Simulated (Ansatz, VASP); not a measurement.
# SnO2 (Cassiterite): VASP beside Ansatz

```xyz
6
Lattice="4.7380 0.0000 0.0000 0.0000 4.7380 0.0000 0.0000 0.0000 3.1865" Properties=species:S:1:pos:R:3 pbc="T T T"
Sn    2.3690    2.3690    1.5933
Sn    0.0000    0.0000    0.0000
O     3.8240    0.9140    1.5933
O     3.2830    3.2830    0.0000
O     0.9140    3.8240    1.5933
O     1.4550    1.4550    0.0000
```

Alike in both runs: task band structure; functional LDA; k mesh 6 × 6 × 8; occupations fermi-dirac, width 0.05 eV; no spin polarisation.

|  | VASP | Ansatz |
| --- | --- | --- |
| version | VASP 6.6.1 | Ansatz 0.2.0 |
| potentials or method | VASP PAW LDA potentials, release 64 (Sn_d, O) | Ansatz PAW |
| plane-wave cutoff (eV) | 520 | 420 |
| valence electrons in the cell | 52 | 52 |

```tsv
	VASP	Ansatz	Ansatz less VASP
gap on the k mesh at the Fermi level (eV)	1.17	1.13	-0.034
least direct gap on the mesh (eV)	1.17	1.13	-0.034
gap along the band path (eV)	1.17	1.13	-0.033
pressure (GPa)	0.3	-0.7	-1.03
largest component of the traceless stress (GPa)	1.04	0.70	-0.341
rms of the force components (eV/Å)	0.085	0.073	-0.0123
```

Atom by atom the forces differ by 0.012 eV/Å (rms over components).

Caveats: spin-orbit coupling is left out, which moves the levels of the heavy elements; the pressure holds a Pulay correction of +1.1 GPa for the finite cutoff (Ansatz); the PAW data sets come from PBE, with cores solved anew for the run's functional, which leaves a small shift of forces and pressure (Ansatz). LDA gaps usually lie below the measured ones, often by a third to a half.
